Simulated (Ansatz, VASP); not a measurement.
**TiPt3 in VASP and in Ansatz**

```xyz
4
Lattice="3.8970 0.0000 0.0000 0.0000 3.8970 0.0000 0.0000 0.0000 3.8970" Properties=species:S:1:pos:R:3 pbc="T T T"
Pt    1.9485    1.9485    0.0000
Pt    1.9485    0.0000    1.9485
Pt    0.0000    1.9485    1.9485
Ti    0.0000    0.0000    0.0000
```

Alike in both runs: task single point; functional PBEsol; k mesh 7 × 7 × 7; occupations fermi-dirac, width 0.05 eV; no spin polarisation.

|  | VASP | Ansatz |
| --- | --- | --- |
| version | VASP 6.6.1 | Ansatz 0.2.0 |
| potentials or method | VASP PAW PBE potentials, release 64 (Pt, Ti_sv), cutoff 520 eV | all-electron LAPW, scalar-relativistic |

Ansatz gave:

| Property | Result |
| --- | --- |
| gap on the k mesh at the Fermi level (eV) | none |
| pressure (GPa) | 0.5 |

Problem. Which values does VASP return?

Solution. gap on the k mesh at the Fermi level (eV): none; pressure (GPa): 0.2.

A gap of «none» marks a metal or a gap that the smearing closes. Ansatz ran all-electron here, so the differences hold the error of VASP's frozen core and of both bases.

Caveats: the PAW data sets were made with another functional, which shifts forces and pressure a little (VASP). The runs have no spin-orbit coupling, so splittings on Pt are missing.
